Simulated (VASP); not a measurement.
Input of a VASP 6.6.1 run:

The input INCAR:

```
SYSTEM = NiSb
PREC = Accurate
ENCUT = 600
EDIFF = 1E-7
ISMEAR = 0
SIGMA = 0.1
LREAL = .FALSE.
LASPH = .TRUE.
NELM = 150
ALGO = Normal
ISIF = 3
LWAVE = .FALSE.
LCHARG = .FALSE.
ISPIN = 2
MAGMOM = 1 1 0 0
LORBIT = 11
LMAXMIX = 4
GGA = RP
IBRION = 2
NSW = 90
EDIFFG = -0.005
```

The input KPOINTS:

```
regular mesh
0
G
  12 12 8
  0 0 0
```

POSCAR

```
NiSb
1.0
    3.9296697700      0.0000000000      0.0000000000
   -1.9648348800      3.4031938500      0.0000000000
    0.0000000000      0.0000000000      5.1161871700
Ni Sb
2 2
Direct
    0.0000000000      0.0000000000      0.0000000000
    0.0000000000      0.0000000000      0.5000000000
    0.3333333300      0.6666666700      0.2500000000
    0.6666666700      0.3333333300      0.7500000000
```

Potentials or basis: VASP PAW PBE potentials, release 64 (Ni, Sb).

Run with:

```bash
$ cat potpaw_PBE.64/Ni/POTCAR potpaw_PBE.64/Sb/POTCAR > POTCAR
$ mpirun -np 1 vasp_std > vasp.out
```

(1) What does it give for the relaxed volume?

(2) What does it give for the relaxed cell?

(3) What does it give for the space group after relaxing (to 0.05 Å)?

(4) What does it give for the band gap on the k mesh?

Answers

(1) 18.07 Å³/atom.

(2) a = 4.004 Å, b = 4.004 Å, c = 5.205 Å, α = 90.00°, β = 90.00°, γ = 120.00°.

(3) P6_3/mmc (No. 194).

(4) none (metal or under the smearing width).

Caveat: the PAW data sets were made with another functional, which shifts forces and pressure a little.
